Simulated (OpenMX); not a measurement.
C:

```
C
1.0
     0.00000    1.78337    1.78337
     1.78337    0.00000    1.78337
     1.78337    1.78337    0.00000
C
2
Direct
  0.75000 0.75000 0.75000
  0.50000 0.50000 0.50000
```

This isn't the form of C at room conditions, which is graphite.

Base run:

* Program: OpenMX 3.8.5
* Functional: PBE
* Potentials or basis: OpenMX 2013 PBE set, C6.0-s2p2, grid cutoff 300 Ry
* k mesh: 13 × 13 × 13
* Occupations: fermi-dirac, width 0.05 eV
* Spin: no spin polarisation

Its results: band gap on the k mesh 4.60 eV, indirect (least direct gap 6.04 eV); pressure 9.4 GPa.

The run is repeated on the same cell with these changes: potentials or basis from OpenMX 2013 PBE set, C6.0-s2p2, grid cutoff 300 Ry to OpenMX 2013 PBE set, C6.0-s3p2d2, grid cutoff 300 Ry. What comes out?

Band gap on the k mesh 4.26 eV, indirect (least direct gap 5.65 eV); pressure 0.9 GPa.

Caveats: the basis of atomic orbitals isn't converged, which shifts pressures, moduli and gaps.
